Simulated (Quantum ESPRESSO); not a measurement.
GaN, 2 atoms in the cell. Symmetry: F-43m, No. 216, cubic system. The conventional cell has a = 4.507 Å, b = 4.507 Å, c = 4.507 Å, α = 90.00°, β = 90.00°, γ = 90.00°. Ga (site symmetry -43m) has 4 N at 1.95 Å as nearest neighbours. Around N (site symmetry -43m) lie 4 Ga at 1.95 Å. The cell is a database's computed one.

| Property | Result |
| --- | --- |
| Program | Quantum ESPRESSO 7.5 |
| Task | phonons |
| Functional | RPBE |
| Potentials or basis | PseudoDojo 0.4.1 SR PBE standard |
| Cutoff | 1143 eV |
| Density cutoff | 4572 eV |
| k mesh | 8 × 8 × 8, shifted |
| Occupations | fermi-dirac, width 0.05 eV |
| Spin | no spin polarisation |
| Mixing beta | 0.5 |
| Most SCF iterations | 120 |
| SCF threshold | 4e-10 Ry |

Potentials or basis: PseudoDojo 0.4.1 SR PBE standard.

Run with:

```console
$ OMP_NUM_THREADS=1 pw.x -in pw.in > pw.out
$ OMP_NUM_THREADS=1 pw.x -in relax.in > relax.out
$ OMP_NUM_THREADS=1 pw.x -in scf2.in > scf2.out
$ OMP_NUM_THREADS=1 ph.x -in ph.in > ph.out
$ OMP_NUM_THREADS=1 dynmat.x -in dynmat.in > dynmat.out
$ OMP_NUM_THREADS=1 dynmat.x -in dynmat_lo.in > dynmat_lo.out
```

Hardware: 1 thread of Arm Neoverse V2, with other jobs on the host.

How long does it take, and how much memory?

Run time: 11 min on 1 thread of Arm Neoverse V2 (shared host), peak memory 0.07 GiB. Counts: scf iterations 57, k pools 1, bands 15, ion steps 4, k points 60, g dense 16145.
